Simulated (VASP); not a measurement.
# Cd (P6_3/mmc) in VASP: notebook, part 2 of 3

VASP 6.6.1.

## Step 5: Relaxation of cell and atoms, PBE

This run uses another cell than the first one, of 22.49 Å³/atom, 1.042 times its volume.

Contents of INCAR:

```
SYSTEM = Cd
  PREC = Accurate
  ENCUT = 300
  EDIFF = 1E-7
  ISMEAR = 1
  SIGMA = 0.1
  LREAL = .False.
  LASPH = .True.
  NELM = 80
  ALGO = Normal
  ISIF = 3
  LWAVE = .False.
  LCHARG = .False.
  GGA = PE
  IBRION = 2
  NSW = 90
  EDIFFG = -0.005
```

Contents of KPOINTS:

```
regular mesh
0
Gamma
  8 8 4
  0 0 0
```

Contents of POSCAR:

```
Cd                                      
1.0
    3.0788302217     -0.0000000000      0.0000000000
   -1.5394151109      2.6663451860     -0.0000000000
    0.0000000000      0.0000000000      5.4786208758
  Cd            
     2
Direct
     0.3333333332999970    0.6666666667000030    0.2500000000000000
     0.6666666667000030    0.3333333332999970    0.7500000000000000
```

Potentials or basis: VASP PAW PBE potentials, release 64 (Cd).

On the command line:

```bash
$ cat potpaw_PBE.64/Cd/POTCAR > POTCAR
$ mpirun -np 1 vasp_std > vasp.out
```

OUTCAR:

```text
SYSTEM = Cd
   PREC = Accurate
   ENCUT = 300
   EDIFF = 1E-7
   ISMEAR = 1
   LREAL = .False.
   LASPH = .True.
   NELM = 80
   ISIF = 3
   GGA = PE
   IBRION = 2
   NSW = 90
   EDIFFG = -0.005

 ion  position               nearest neighbor table
   1  0.333  0.667  0.250-   2 3.27   2 3.27   2 3.27   2 3.27   2 3.27   2 3.27
   2  0.667  0.333  0.750-   1 3.27   1 3.27   1 3.27   1 3.27   1 3.27   1 3.27

  LATTYP: Found a hexagonal cell.
 ALAT       =     3.0788302217
 C/A-ratio  =     1.7794488430

  Lattice vectors:

 A1 = (   3.0788302217,   0.0000000000,   0.0000000000)
 A2 = (  -1.5394151109,   2.6663451860,   0.0000000000)
 A3 = (   0.0000000000,   0.0000000000,   5.4786208758)

Analysis of symmetry for initial positions (statically):
=====================================================================
 Subroutine PRICEL returns:
 Original cell was already a primitive cell.

 Routine SETGRP: Setting up the symmetry group for a
 hexagonal supercell.

 Subroutine GETGRP returns: Found 24 space group operations
 (whereof 12 operations were pure point group operations)
 out of a pool of 24 trial point group operations.

The static configuration has the point symmetry D_3d.
 The point group associated with its full space group is D_6h.

Analysis of symmetry for dynamics (positions and initial velocities):
=====================================================================
 Subroutine PRICEL returns:
 Original cell was already a primitive cell.

 Routine SETGRP: Setting up the symmetry group for a
 hexagonal supercell.

 Subroutine GETGRP returns: Found 24 space group operations
 (whereof 12 operations were pure point group operations)
 out of a pool of 24 trial point group operations.

The dynamic configuration has the point symmetry D_3d.
 The point group associated with its full space group is D_6h.

 Subroutine INISYM returns: Found 24 space group operations
 (whereof 12 operations are pure point group operations),
 and found     1 'primitive' translations

----------------------------------------------------------------------------------------

                                     Primitive cell

  volume of cell :      44.9752

  direct lattice vectors                    reciprocal lattice vectors
     3.078830222  0.000000000  0.000000000     0.324798683  0.187522607  0.000000000
    -1.539415111  2.666345186  0.000000000     0.000000000  0.375045214  0.000000000
     0.000000000  0.000000000  5.478620876     0.000000000  0.000000000  0.182527688

  length of vectors
     3.078830222  3.078830222  5.478620876     0.375045214  0.375045214  0.182527688

  position of ions in fractional coordinates (direct lattice)
     0.333333333  0.666666667  0.250000000
     0.666666667  0.333333333  0.750000000

  ion indices of the primitive-cell ions
   primitive index   ion index
                 1           1
                 2           2

----------------------------------------------------------------------------------------

 KPOINTS: regular mesh

Automatic generation of k-mesh.
 Grid dimensions read from file:
[... 48 lines left out ...]
   number of dos      NEDOS =    301   number of ions     NIONS =      2
   total plane-waves  NPLWV =  10368
   dimension x,y,z NGX =    18 NGY =   18 NGZ =   32
   dimension x,y,z NGXF=    36 NGYF=   36 NGZF=   64
   ions per type =               2
   NGX,Y,Z   is equivalent  to a cutoff of   9.72,  9.72,  9.71 a.u.
   NGXF,Y,Z  is equivalent  to a cutoff of  19.44, 19.44, 19.42 a.u.
 SYSTEM =  Cd
   PREC   = accura    normal or accurate (medium, high low for compatibility)
   ISTART =      0    job   : 0-new  1-cont  2-samecut
   ICHARG =      2    charge: 1-file 2-atom 10-const
   ISPIN  =      1    spin polarized calculation?
   LNONCOLLINEAR =      F non collinear calculations
   LSORBIT =      F    spin-orbit coupling
   LASPH  =      T    aspherical Exc in radial PAW
   ENCUT  =  300.0 eV  22.05 Ry    4.70 a.u.   4.35  4.35  7.74*2*pi/ulx,y,z
   NELM   =     80;   NELMIN=  2; NELMDL= -5     # of ELM steps
   EDIFF  = 0.1E-06   stopping-criterion for ELM
   LREAL  =      F    real-space projection
   EDIFFG = -.5E-02   stopping-criterion for IOM
   NSW    =     90    number of steps for IOM
   IBRION =      2    ionic relax: 0-MD 1-quasi-New 2-CG
   NFREE  =      1    steps in history (QN), initial steepest desc. (CG)
   ISIF   =      3    stress and relaxation
   ISYM   =      2    0-nonsym 1-usesym 2-fastsym
   POTIM  = 0.5000    time-step for ionic-motion
   TEBEG  =    0.0;   TEEND  =   0.0 temperature during run
   PSTRESS=    0.0 pullay stress
   NELECT =      24.0000    total number of electrons
   NUPDOWN=      -1.0000    fix difference up-down
   EMIN   =  10.00;   EMAX   =-10.00  energy-range for DOS
   EFERMI =   0.00;   METHOD = LEGACY
   ISMEAR =     1;   SIGMA  =   0.10  broadening in eV -4-tet -1-fermi 0-gaus
   EFERMI_NEDOS =   21; number of points for ismear=-14 and -15
   IALGO  =     38    algorithm
   IMIX   =      4    mixing-type and parameters
     AMIX     =   0.40;   BMIX     =  1.00
     AMIX_MAG =   1.60;   BMIX_MAG =  1.00
  volume/ion in A,a.u.               =      22.49       151.75
  Fermi-wavevector in a.u.,A,eV,Ry     =   1.327866  2.509302 23.990161  1.763227
  Thomas-Fermi vector in A             =   2.457146
   LORBIT       =      0    0 simple, 1 ext, 2 COOP (PROOUT), +10 PAW based schemes
   GGA     = PE    functional components
   LHFCALC =     F    Hartree Fock is set to
   AEXX    =    0.0000 exact exchange contribution
   IVDW    =     0    specifies the selected vdW correction
   LEPSILON=     F    determine dielectric tensor
   LRPA    =     F    only Hartree local field effects (RPA)
 conjugate gradient relaxation of ions
 non-spin polarized calculation
 Methfessel and Paxton  Order N= 1 SIGMA  =   0.10
  energy-cutoff  :      300.00
  volume of cell :       44.98
 maximum number of plane-waves:       556
 NGX is ok and might be reduce to    18
   NGX =  9   NGY =  9   NGZ = 15

--------------------------------------- Ionic step        1  -------------------------------------------

 number of electron      24.0000030 magnetization

 Free energy of the ion-electron system (eV)
  ---------------------------------------------------
  ext. energy  EPLUGINS =         0.00000000
  ---------------------------------------------------
  free energy    TOTEN  =        -1.48883427 eV

  energy without entropy =       -1.48942797  energy(sigma->0) =       -1.48903217

------------------------ aborting loop because EDIFF is reached ----------------------------------------

  FORCE on cell =-STRESS in cart. coord.  units (eV):
  Direction    XX          YY          ZZ          XY          YZ          ZX
  --------------------------------------------------------------------------------------
  -------------------------------------------------------------------------------------
  Total        0.1864825      0.1864825      0.0357412     -0.0000000      0.0000000      0.0000000
  in kB        6.6431706      6.6431706      1.2732268     -0.0000000      0.0000000      0.0000000
  external PRESSURE =       4.8531893 kB  Pullay stress =       0.0000000 kB
[... 131 lines left out ...]
--------------------------------------- Ionic step        5  -------------------------------------------

 number of electron      24.0000034 magnetization

 Free energy of the ion-electron system (eV)
  ---------------------------------------------------
  ext. energy  EPLUGINS =         0.00000000
  ---------------------------------------------------
  free energy    TOTEN  =        -1.48961029 eV

  energy without entropy =       -1.49012233  energy(sigma->0) =       -1.48978097

 E-fermi :   2.4669     XC(G=0): -10.7860

 val. band max:        2.4175904738   @ k =   0.5000   0.0000   0.5000
 cond. band min:       2.6126419459   @ k =   0.3750   0.2500   0.5000
 fundamental gap:      0.1950514720
 Fermi energy:         2.4668797972

 k-point     1 :       0.0000    0.0000    0.0000
  band No.  band energies     occupation
      1      -6.9592      2.00000
      2      -6.6413      2.00000
      3      -6.4395      2.00000
      4      -6.4395      2.00000
      5      -6.3783      2.00000
      6      -6.3783      2.00000
[... 433 lines left out ...]
      3      -6.7263      2.00000
      4      -6.7263      2.00000
      5      -6.0530      2.00000
      6      -6.0530      2.00000
[... 8 lines left out ...]
     15      10.0778      0.00000
     16      10.0778      0.00000

 [... further k-points ...]

------------------------ aborting loop because EDIFF is reached ----------------------------------------

  FORCE on cell =-STRESS in cart. coord.  units (eV):
  Direction    XX          YY          ZZ          XY          YZ          ZX
  --------------------------------------------------------------------------------------
  -------------------------------------------------------------------------------------
  Total        0.0067402      0.0067402     -0.0043168     -0.0000000      0.0000000      0.0000000
  in kB        0.2381266      0.2381266     -0.1525074     -0.0000000      0.0000000      0.0000000
  external PRESSURE =       0.1079153 kB  Pullay stress =       0.0000000 kB
[... 17 lines left out ...]
  FREE ENERGIE OF THE ION-ELECTRON SYSTEM (eV)
  ---------------------------------------------------
  free  energy   TOTEN  =        -1.4896102928 eV

  energy  without entropy=       -1.4901223319  energy(sigma->0) =       -1.48978097

 reached required accuracy - stopping structural energy minimisation
```

Run time: 23 s. Hardware: 1 thread of Intel Xeon Platinum 8559C (Emerald Rapids), shared host; peak memory 0.13 GiB.

The run converged, but some of its settings lie outside the range that counts as converged, so its numbers aren't taken as properties of the crystal.

What came out:

- Free energy: -1.4896 eV
- Relaxed volume: 22.68 Å³/atom
- Relaxed cell: a = 3.091 Å, b = 3.091 Å, c = 5.480 Å, α = 90.00°, β = 90.00°, γ = 120.00°
- Space group after relaxing (to 0.05 Å): P6_3/mmc (No. 194)
- Energy gained by relaxing: 0.4 meV/atom
- Ionic steps: 5
- Band gap on the k mesh: none (metal or under the smearing width)

Caveat: the cutoff is under 1.25 times the usual one of these potentials, so pressure, stress and relaxed cells hold a basis-set (Pulay) error.

(Continued in part 3 of 3.)
